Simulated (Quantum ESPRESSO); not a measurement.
**GaP in Quantum ESPRESSO: the effect of target pressure**

Crystal: GaP.

```
Ga P
1.0
     0.00000    2.72525    2.72525
     2.72525    0.00000    2.72525
     2.72525    2.72525    0.00000
Ga P
1 1
Direct
  0.00000 0.00000 0.00000
  0.75000 0.75000 0.75000
```

Alike in all runs:

- Program: Quantum ESPRESSO 7.5
- Task: phonons
- Functional: PBE
- Potentials or basis: GBRV 1.5 PBE
- Cutoff: 762 eV
- Density cutoff: 6095 eV
- k mesh: 6 × 6 × 6, shifted
- Occupations: fermi-dirac, width 0.05 eV
- Spin: no spin polarisation

Each run relaxes the cell or the atoms first.

| target pressure | relaxed volume (Å³/atom) | dielectric constant (mean) | highest phonon frequency (cm⁻¹) |
| --- | --- | --- | --- |
| 0 GPa | 20.86 | 10.69 | 344 |
| 10 GPa | 18.81 | 9.99 | 390 |
| 25 GPa | 16.96 | 9.72 | 441 |
| 50 GPa | 15.10 | 9.76 | 504 |
| 80 GPa | ? | ? | ? |

Question: What does the run with target pressure 80 GPa give?

Answer: Relaxed volume 13.69 Å³/atom; dielectric constant 10.01 mean; highest phonon frequency 562 cm⁻¹.

Worked out: In Murnaghan's law V^(-B') rises as a straight line in P. The other rows fit best with B' = 3.7, V0 = 20.85 Å³/atom and B0 = 80 GPa, which gives 13.74 Å³/atom at 80 GPa, against the run's 13.69. A parabola through the other rows of the dielectric constant, of slope 0.081  per GPa there, extrapolates to 11.40 , against the run's 10.01. A parabola through the other rows of the highest phonon frequency, of slope 0.0327 cm⁻¹ per GPa there, extrapolates to 530 cm⁻¹, against the run's 562.

Caveats: the cell is more than 3 GPa from zero pressure, which shifts response properties (some runs); the volume moved by over 15 % at a fixed basis, so the end points are rough (some runs).
